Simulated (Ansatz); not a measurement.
# SiC: the gap under pressure

SiC, P6_3mc, a = 3.092 Å, c = 5.074 Å. The compound has several low-lying forms, and this is one of them. Ansatz: PBE, PAW, 420 eV, Γ-centred 12×12×6 mesh on 4 atoms, Gaussian smearing 0.02 eV; no spin polarisation. Cell and atoms are relaxed at each pressure, and no other structure is tried, so the rows at high pressure may lie past a change of phase. The gap is sought over the whole zone. The pressures are the targets, met within 0.02 GPa.

| P (GPa) | gap y (eV) |
| --- | --- |
| -1.0 | 2.316 |
| 0.0 | 2.307 |
| 1.0 | 2.298 |
| 4.0 | 2.274 |
| 12.0 | 2.218 |
| 25.0 | 2.132 |
| 50.0 | ? |
| 90.0 | 1.826 |

Q: Fit y = E0 + αP + βP² to the other rows and predict the missing gap.

A: Least squares on the rows shown. y = 2.3064 − 0.0076497 P + 2.5695×10⁻⁵ P². So α = -7.6 meV/GPa at zero pressure. With a term in P³ added, the coefficient of P becomes -0.008035, 5 % more, which shows how far this figure hangs on the form. At P = 50.0 the fit asked for gives 1.988 eV. The run gave 1.998 eV, so the fit is 0.010 eV too low, 2 % of the span of the series, against an rms of 0.001 eV on the fitted rows. With a term in P³ added, a fit to the same known rows predicts 1.999 eV, so most of the miss is curvature that the known rows already hold.

Semilocal functionals give gaps under the measured ones; changes of the gap mostly carry over better.